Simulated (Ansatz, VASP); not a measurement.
Hf2B3 in VASP and in Ansatz

```xyz
5
Lattice="4.0026 0.0000 0.0000 0.0000 4.0026 0.0000 0.0000 0.0000 4.0026" Properties=species:S:1:pos:R:3 pbc="T T T"
Hf    0.0000    0.0000    0.0000
Hf    2.0013    2.0013    2.0013
B     2.0013    0.0000    0.0000
B     0.0000    2.0013    0.0000
B     0.0000    0.0000    2.0013
```

Alike in both runs: task relaxation of cell and atoms; functional PBE; k mesh 4 × 4 × 4; occupations gaussian, width 0.1 eV; no spin polarisation.

|  | VASP | Ansatz |
| --- | --- | --- |
| version | VASP 6.6.1 | Ansatz 0.2.0 |
| potentials or method | VASP PAW PBE potentials, release 64 (Hf_pv, B) | scalar-relativistic, plane waves, PAW |
| plane-wave cutoff (eV) | 600 | 420 |
| valence electrons in the cell | 29 | 61 |

|  | VASP | Ansatz | Ansatz less VASP |
| --- | --- | --- | --- |
| gap on the k mesh at the Fermi level, each at its own relaxed structure (eV) | none | none | - |
| relaxed volume (Å³/atom) | 14.75 | 14.55 | -0.197 |
| relaxed cell length with the largest relative difference (Å) | 4.193 | 4.175 | -0.0188 |
| energy change over the relaxation (meV/atom) | -109 | -94 | +14.9 |

A gap of «none» marks a metal or a gap that the smearing closes. The two sets of potentials don't hold the same shells in valence.

Caveats: the k mesh is coarse (spacing up to 0.39 Å⁻¹), so the values aren't converged. Spin-orbit coupling is left out, which matters for the levels of Hf.
